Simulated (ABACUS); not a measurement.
**ZrB2 in ABACUS: the effect of dispersion**

The system is ZrB2.

```
CELL_PARAMETERS angstrom
3.14872 0.00000 0.00000
-1.57436 2.72688 0.00000
0.00000 0.00000 3.50929
ATOMIC_POSITIONS crystal
Zr 0.00000 0.00000 0.00000
B 0.66667 0.33333 0.50000
B 0.33333 0.66667 0.50000
```

The cell isn't the ideal one: volume scaled by 0.98.

Alike in all runs:

| Property | Result |
| --- | --- |
| Program | ABACUS 3.10.1 |
| Task | equation of state |
| Functional | PBE |
| Potentials or basis | PseudoDojo NC SR 0.4.1 PBE standard |
| Cutoff | 1034 eV |
| Density cutoff | 4136 eV |
| Basis | plane waves |
| k mesh | 7 × 7 × 6 |
| Occupations | fermi-dirac, width 0.05 eV |
| Spin | no spin polarisation |

```csv
dispersion,pressure (GPa)
none,?
D2,0.8
D3,0.7
D3(BJ),-0.6
D3(BJ)+ABC,0.5
```

**Question.** What does the run with dispersion none give?

**Answer.** Pressure 5.9 GPa.

Caveats: there are fewer bands than atomic start orbitals, so a level may be missed at k points of high symmetry; pairwise dispersion overbinds metals, which lowers pressure and volume (some runs).
